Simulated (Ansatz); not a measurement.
Results of r²SCAN0 (Ansatz, an electronic-structure program, plane waves, PAW) for wurtzite InN.

Run with plane-wave cutoff 520 eV, 9×9×6 k mesh (along the axes of the cell as run), Fermi–Dirac smearing 0.01 eV, scalar-relativistic PAW data made under PBE.

Computed at the level's own relaxed cell.

Task: What does this level give for the lattice parameter a, c axis length and band gap?

Result: 
lattice parameter a: 3.522 Å
c axis length: 5.670 Å
band gap: 1.56 eV (on the SCF k mesh)

Measured, for comparison: band gap 0.77 eV (zero-point shift of 0.07 eV (the table's estimate, ZP (est)) added back here, E0, Γ; inputs from arXiv:2302.06325); lattice constant a 3.537 Å (room temperature, no zero-point or thermal correction, our sources range from 3.533 to 3.545; as tabulated in Lucero et al. (2012), arXiv:1111.4515); lattice parameter c 5.703 Å (300 K, no zero-point or thermal correction; as tabulated in Vurgaftman et al. (2001), doi:10.1063/1.1368156). Computed (rounded) less measured: lattice constant a -0.4 % (-0.3 % to -0.6 % over the range), lattice parameter c -0.6 %. A static lattice is as a rule a little smaller and stiffer than an uncorrected measurement, which narrows the difference in the lattice constant a, lattice parameter c and would widen misses of the other sign.

Spin–orbit coupling is not included.

Static lattice: no zero-point or thermal effects.

Cost on a shared machine: about 60 core-minutes (a rough figure).
